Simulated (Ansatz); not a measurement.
Write the native input for Ansatz 0.2.0 that does the following.

| Property | Result |
| --- | --- |
| Task | single point |
| Functional | PBE |
| Potentials or basis | Ansatz PAW |
| Cutoff | 420 eV (not typed: the program's choice for these potentials) |
| k mesh | 9 × 9 × 9 |
| Occupations | fermi-dirac, width 0.05 eV |
| Spin | no spin polarisation |

ZrC:

```
CELL_PARAMETERS angstrom
0.00000 2.54552 2.54552
2.54552 0.00000 2.54552
2.54552 2.54552 0.00000
ATOMIC_POSITIONS crystal
Zr 0.50430 0.50518 0.48236
C 0.74188 0.75249 0.75442
```

The cell was built by a generator and needn't be a form met in nature.

The cell isn't the ideal one: atoms moved at random, drawn with an rms of 0.05 Å.

The input as run:

input.yaml

```yaml
crystal:
  lattice:
    - [0.0, 2.54552, 2.54552]
    - [2.54552, 0.0, 2.54552]
    - [2.54552, 2.54552, 0.0]
  atoms:
    - { symbol: Zr, position: [0.504303, 0.505182, 0.482356] }
    - { symbol: C, position: [0.741876, 0.752494, 0.754418] }
hamiltonian:
  xc: pbe
  pseudopotentials: { kind: paw }
kpoints:
  mp_grid: { grid: [9, 9, 9] }
scf:
  occupations: { method: fermi_dirac, width: 0.05 }
output:
  forces: true
  stress: true
  eigenvalues: true
  write_density: true
  write_potential: true
  elf: true
  volumetric_format: npy
```

Potentials or basis: Ansatz PAW.

The run is started by

```sh
$ ansatz run input.yaml --threads 2 --pin off --max-ram 5632MiB --backend cpu --events-out ev --progress --plain --runs-dir out
```

Results of the run:

```yaml
Pressure: 0.3 GPa
Largest_force: 0.759 eV/Å
Band_gap_on_the_k_mesh: 0.48 eV, indirect (least direct gap 0.56 eV)
```

Caveat: odd divisions of the mesh miss points on the zone boundary, where band edges often lie, so the gap on the mesh can be too wide.

Wall time 8.3 s on 2 threads of Arm Neoverse V1, on a shared host, peak memory 0.46 GiB.
